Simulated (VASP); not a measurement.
**Input and output of a VASP PBE dielectric-response calculation on ZnO (rocksalt)**

INCAR

```
NBANDS = 16
EDIFF = 1E-8
ISMEAR = 0
GGA = PE
LWAVE = .FALSE.
NSW = 0
LASPH = .TRUE.
ISIF = 2
PREC = Accurate
ENCUT = 520
LCHARG = .FALSE.
SIGMA = 0.01
LEPSILON = .TRUE.
LREAL = .FALSE.
IBRION = -1
NELM = 120
```

KPOINTS

```
KPOINTS created by Atomic Simulation Environment
0
Gamma
12 12 12
0 0 0
```

POSCAR

```
Zn O
 1.0000000000000000
    -0.0000000000000000    2.1337703959997598    2.1337703959997598
     2.1337703959997598    0.0000000000000000    2.1337703959997598
     2.1337703959997598    2.1337703959997598    0.0000000000000000
 Zn  O
   1   1
Cartesian
 -0.0000000000000000 -0.0000000000000000 -0.0000000000000000
  2.1337703959997598  2.1337703959997598  2.1337703959997598
```

VASP ran with the recommended PBE PAW datasets (18 valence electrons in the cell).

From OUTCAR

```
k-points           NKPTS =     72   k-points in BZ     NKDIM =     72   number of bands    NBANDS=     16

   NELECT =      18.0000    total number of electrons

   dimension x,y,z NGX =    24 NGY =   24 NGZ =   24
   dimension x,y,z NGXF=    48 NGYF=   48 NGZF=   48

  energy-cutoff  :      520.00
  volume of cell :       19.43
      direct lattice vectors                 reciprocal lattice vectors
     0.000000000  2.133770396  2.133770396    -0.234326993  0.234326993  0.234326993
     2.133770396  0.000000000  2.133770396     0.234326993 -0.234326993  0.234326993
     2.133770396  2.133770396  0.000000000     0.234326993  0.234326993 -0.234326993

 k-points in reciprocal lattice and weights: KPOINTS created by Atomic Simulation Env
   0.00000000  0.00000000  0.00000000       0.001
   0.08333333  0.00000000  0.00000000       0.005
   0.16666667  0.00000000  0.00000000       0.005
   0.25000000  0.00000000  0.00000000       0.005
   0.33333333  0.00000000  0.00000000       0.005
   0.41666667  0.00000000  0.00000000       0.005
   0.50000000  0.00000000  0.00000000       0.002
   0.08333333  0.08333333  0.00000000       0.003
   ...

 E-fermi :   2.9830

 k-point     1 :       0.0000    0.0000    0.0000
  band No.  band energies     occupation
      1     -15.8519      2.00000
      2      -2.0468      2.00000
      3      -2.0468      2.00000
      4      -2.0468      2.00000
      5      -1.8274      2.00000
      6      -1.8274      2.00000
      7       1.4250      2.00000
      8       1.4250      2.00000
      9       1.4250      2.00000
     10       3.7427      0.00000
     11      20.8558      0.00000
     12      20.8558      0.00000
     13      20.8558      0.00000
     14      21.1662      0.00000
     15      22.3471      0.00000
     16      22.3471      0.00000

 k-point     2 :       0.0833    0.0000    0.0000
  band No.  band energies     occupation
      1     -15.7736      2.00000
      2      -2.1021      2.00000
      3      -2.0501      2.00000
      4      -2.0501      2.00000
      5      -1.9029      2.00000
      6      -1.9029      2.00000
      7       0.7875      2.00000
      8       1.5424      2.00000
      9       1.5424      2.00000
     10       4.4480      0.00000
     11      18.4920      0.00000
     12      20.3414      0.00000
     13      20.3414      0.00000
     14      21.7420      0.00000
     15      22.3938      0.00000
     16      22.3938      0.00000

 k-point     3 :       0.1667    0.0000    0.0000
  band No.  band energies     occupation
      1     -15.5511      2.00000
      2      -2.3529      2.00000
      3      -2.2318      2.00000
      4      -2.2318      2.00000
      5      -1.9056      2.00000
      6      -1.9056      2.00000
      7      -0.1537      2.00000
      8       1.8353      2.00000
      9       1.8353      2.00000
     10       5.6692      0.00000
     11      16.1662      0.00000
     12      19.0840      0.00000
     13      19.0840      0.00000
     14      21.6600      0.00000
     15      22.9154      0.00000
     16      22.9154      0.00000

 k-point     4 :       0.2500    0.0000    0.0000
  band No.  band energies     occupation
      1     -15.2241      2.00000
      2      -2.9671      2.00000
      3      -2.5234      2.00000
      4      -2.5234      2.00000
      5      -1.8148      2.00000
      6      -1.8148      2.00000
      7      -0.6845      2.00000
      8       2.1916      2.00000
      9       2.1916      2.00000
     10       6.8281      0.00000
     11      14.2629      0.00000
     12      17.7431      0.00000
     13      17.7431      0.00000
     14      21.6435      0.00000
     15      23.9097      0.00000
     16      23.9097      0.00000

 k-point     5 :       0.3333    0.0000    0.0000
  band No.  band energies     occupation
      1     -14.8643      2.00000
      2      -3.7682      2.00000
      3      -2.7833      2.00000
      4      -2.7833      2.00000
      5      -1.7155      2.00000
      6      -1.7155      2.00000
      7      -0.8177      2.00000
      8       2.5175      2.00000
      9       2.5175      2.00000
     10       7.6996      0.00000
     11      12.9114      0.00000
     12      16.6431      0.00000
     13      16.6431      0.00000
     14      21.7964      0.00000
     15      25.2486      0.00000
     16      25.2486      0.00000

 k-point     6 :       0.4167    0.0000    0.0000
  band No.  band energies     occupation
      1     -14.5742      2.00000
      2      -4.3956      2.00000
      3      -2.9569      2.00000
      4      -2.9569      2.00000
      5      -1.6408      2.00000
      6      -1.6408      2.00000
      7      -0.8076      2.00000
      8       2.7446      2.00000
      9       2.7446      2.00000
     10       8.1555      0.00000
     11      12.1880      0.00000
     12      15.9292      0.00000
     13      15.9292      0.00000
     14      22.0647      0.00000
     15      26.7191      0.00000
     16      26.7191      0.00000

 k-point     7 :       0.5000    0.0000    0.0000
  band No.  band energies     occupation
      1     -14.4616      2.00000
      2      -4.6298      2.00000
      3      -3.0174      2.00000
      4      -3.0174      2.00000
      5      -1.6131      2.00000
      6      -1.6131      2.00000
      7      -0.7907      2.00000
      8       2.8261      2.00000
      9       2.8261      2.00000
     10       8.2697      0.00000
     11      11.9872      0.00000
     12      15.6818      0.00000
     13      15.6818      0.00000
     14      22.2132      0.00000
     15      27.5636      0.00000
     16      27.5636      0.00000

 k-point     8 :       0.0833    0.0833    0.0000
  band No.  band energies     occupation
      1     -15.7483      2.00000
      2      -2.0842      2.00000
      3      -2.0760      2.00000
      4      -2.0490      2.00000
      5      -2.0490      2.00000
      6      -1.8137      2.00000
      7       0.9530      2.00000
      8       1.3838      2.00000
      9       1.3838      2.00000
     10       4.6885      0.00000
     11      18.7858      0.00000
     12      19.7707      0.00000
     13      19.7707      0.00000
     14      20.2769      0.00000
     15      23.7194      0.00000
     16      24.0003      0.00000

 k-point     9 :       0.1667    0.0833    0.0000
  band No.  band energies     occupation
      1     -15.5764      2.00000
      2      -2.4127      2.00000
      3      -2.1810      2.00000
      4      -2.1021      2.00000
      5      -1.9983      2.00000
      6      -1.8236      2.00000
      7       0.2152      2.00000
      8       1.4569      2.00000
      9       1.6779      2.00000
     10       5.6856      0.00000
     11      16.8734      0.00000
     12      18.4532      0.00000
     13      19.0191      0.00000
     14      20.3997      0.00000
     15      23.7179      0.00000
     16      24.7315      0.00000

 k-point    10 :       0.2500    0.0833    0.0000
  band No.  band energies     occupation
      1     -15.2878      2.00000
      2      -2.8801      2.00000
      3      -2.4363      2.00000
      4      -2.3207      2.00000
      5      -1.9127      2.00000
      6      -1.7717      2.00000
      7      -0.4680      2.00000
      8       1.7112      2.00000
      9       2.0747      2.00000
     10       6.8083      0.00000
     11      14.8422      0.00000
     12      17.1254      0.00000
     13      18.0612      0.00000
     14      21.1881      0.00000
     15      23.7851      0.00000
     16      25.3161      0.00000

 k-point    11 :       0.3333    0.0833    0.0000
  band No.  band energies     occupation
      1     -14.9420      2.00000
      2      -3.5213      2.00000
      3      -2.7364      2.00000
      4      -2.5958      2.00000
      5      -1.8087      2.00000
      6      -1.6877      2.00000
      7      -0.7550      2.00000
      8       2.0496      2.00000
      9       2.3752      2.00000
     10       7.7785      0.00000
     11      13.2465      0.00000
     12      16.1158      0.00000
     13      17.0897      0.00000
     14      21.9183      0.00000
     15      24.3180      0.00000
     16      26.2700      0.00000

 k-point    12 :       0.4167    0.0833    0.0000
  band No.  band energies     occupation
      1     -14.6294      2.00000
      2      -4.1472      2.00000
      3      -2.9350      2.00000
      4      -2.8259      2.00000
      5      -1.7080      2.00000
      6      -1.6239      2.00000
      7      -0.8081      2.00000
      8       2.3878      2.00000
      9       2.5186      2.00000
     10       8.4229      0.00000
     11      12.2268      0.00000
     12      15.4738      0.00000
     13      16.3168      0.00000
     14      22.5212      0.00000
     15      25.2643      0.00000
     16      27.3752      0.00000

 ...

 MACROSCOPIC STATIC DIELECTRIC TENSOR (including local field effects in DFT)
 ------------------------------------------------------
           5.294195     0.000000    -0.000000
           0.000000     5.294195     0.000000
           0.000000     0.000000     5.294195

 BORN EFFECTIVE CHARGES (including local field effects) (in |e|, cummulative output)
 ---------------------------------------------------------------------------------
 ion    1
    1     2.39238     0.00000     0.00000
    2    -0.00000     2.39238     0.00000
    3     0.00000     0.00000     2.39238
 ion    2
    1    -2.39238    -0.00000     0.00000
    2     0.00000    -2.39238     0.00000
    3     0.00000     0.00000    -2.39238

  Total        1.1099728      1.1099728      1.1099728     -0.0000000      0.0000000     -0.0000000
  in kB       91.5271345     91.5271345     91.5271345     -0.0000000      0.0000000     -0.0000000
  external PRESSURE =      91.5271345 kB  Pullay stress =       0.0000000 kB

 POSITION                                       TOTAL-FORCE (eV/Angst)
 -----------------------------------------------------------------------------------
      0.00000      0.00000      0.00000        -0.000000     -0.000000     -0.000000
      2.13377      2.13377      2.13377         0.000000      0.000000      0.000000
 -----------------------------------------------------------------------------------
    total drift:                                0.000000     -0.000000     -0.000000

  FREE ENERGIE OF THE ION-ELECTRON SYSTEM (eV)
  ---------------------------------------------------
  free  energy   TOTEN  =        -8.6045748435 eV

  energy  without entropy=       -8.6045748435  energy(sigma->0) =       -8.60457484
```

```yaml
with_local_fields_xx_yy_zz: 5.29, 5.29, 5.29
mean_born_charge_by_atom_in_the_order_of_the_cell: 2.39, -2.39 e
```
